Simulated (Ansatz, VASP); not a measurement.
One calculation of I, two programs

```
CELL_PARAMETERS angstrom
2.78833 0.00000 0.00000
0.00000 2.78833 0.00000
0.00000 0.00000 2.78833
ATOMIC_POSITIONS crystal
I 0.00000 0.00000 0.00000
```

Change from the starting cell: volume scaled by 0.58, LAPW.

Alike in both runs: task single point; functional LDA; k mesh 13 × 13 × 13; occupations fermi-dirac, width 0.05 eV; no spin polarisation.

```csv
,VASP,Ansatz
version,VASP 6.6.1,Ansatz 0.2.0
potentials or method,"VASP PAW LDA potentials, release 64 (I), cutoff 520 eV","all-electron LAPW, scalar-relativistic"
```

```csv
,VASP,Ansatz,Ansatz less VASP
pressure (GPa),64.0,64.3,+0.32
```

Ansatz ran all-electron here, so the differences hold the error of VASP's frozen core and of both bases.

Caveats: the cell as given lies far from equilibrium; so large a pressure means that the cell lies far from this level's equilibrium, or that cutoff or potentials fall short (VASP); an odd number of electrons without spin polarisation forces a metal; a magnetic or distorted state may lie lower. Spin-orbit coupling is left out, which matters for the levels of I.
